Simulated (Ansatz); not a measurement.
AlP (started from an entry of an open crystallographic database), relaxed with r2SCAN, was run in Ansatz 0.2.0 under altered settings. All numbers are computed, without spin polarisation but where a row says otherwise.

```yaml
crystal:
  lattice:
    - [0.00000, 2.73926, 2.73926]
    - [2.73926, 0.00000, 2.73926]
    - [2.73926, 2.73926, 0.00000]
  atoms:
    - { symbol: Al, position: [0.00000, 0.00000, 0.00000] }
    - { symbol: P, position: [0.25000, 0.25000, 0.25000] }
```

The base run's other keys:
```yaml
kpoints:
  mp_grid: { grid: [4, 4, 4] }
hamiltonian:
  xc: hse06
scf:
  occupations: { method: fixed }
  n_extra_bands: 4
```

It takes 9 iterations with 821 plane waves at 420 eV and 8 k points, and leaves a mean stress of +0.23 GPa. The gap over this mesh is 2.292 eV. It ran on 4 threads of Arm Neoverse V2, with other jobs on the host.

Outcomes, with energy and stress as changes against the base:
```csv
setting,outcome,ΔF (meV/atom),Δ mean stress (GPa),gap on the mesh (eV),iterations,wall time
"PBE hybrid, exx coeff 0.15, omega 0.2078 1/Å",converged,–,+0.6,2.001,9,2.2 s
scf.exx.singularity: none,converged,0.0,0.0,2.293,9,2.3 s
"PBE hybrid, exx coeff 1.0, omega 0.5 1/Å",converged,–,-2.0,2.872,14,2.9 s
"PBE hybrid, exx coeff 0.5, omega 0.1 1/Å",converged,–,-1.6,3.676,11,2.4 s
"PBE hybrid, exx coeff -0.2, omega 0.2078 1/Å",refused,–,–,–,–,0.01 s
scf.convergence.dr2_threshold: 0.0001,"converged, warned",0.0,0.0,2.293,11,2.3 s
```
A dash marks a value that wasn't obtained or can't be compared. Stress is positive in compression. The base took 2.2 s.

- PBE hybrid, exx coeff 0.15, omega 0.2078 1/Å. That is 15 % exact exchange, screened with ω = 0.2078 1/Å, against HSE06's 25 % screened at 0.208 1/Å. The mean stress moves by +0.6 GPa and the gap on the mesh by -0.292 eV (to 2.001). Totals of different functionals aren't comparable.
- PBE hybrid, exx coeff 1.0, omega 0.5 1/Å. That is 100 % exact exchange, screened with ω = 0.5 1/Å, against HSE06's 25 % screened at 0.208 1/Å. The mean stress moves by -2.0 GPa and the gap on the mesh by +0.580 eV (to 2.872). Totals of different functionals aren't comparable.
- PBE hybrid, exx coeff 0.5, omega 0.1 1/Å. That is 50 % exact exchange, screened with ω = 0.1 1/Å, against HSE06's 25 % screened at 0.208 1/Å. The mean stress moves by -1.6 GPa and the gap on the mesh by +1.383 eV (to 3.676). Totals of different functionals aren't comparable. The program warns that on this mesh the truncation of the exchange isn't bounded, so part of the change can be an error of the mesh.
- PBE hybrid, exx coeff -0.2, omega 0.2078 1/Å. It is rejected at once. Error: invalid value for `hamiltonian.xc.exx.coeff`: must be finite and in (0, 1]; got -0.2
- scf.convergence.dr2_threshold: 0.0001. It converges in 11 iterations against the base's 9. Even so loose a threshold leaves the results unchanged here, which can't be counted on. Warned: force scf threshold loose.

Within 1 meV an atom, 0.1 GPa and 0.005 eV of the base stay: scf.exx.singularity: none; scf.convergence.dr2_threshold: 0.0001.

The meshes of the hybrids are coarse, so their gaps aren't converged to the digits shown.
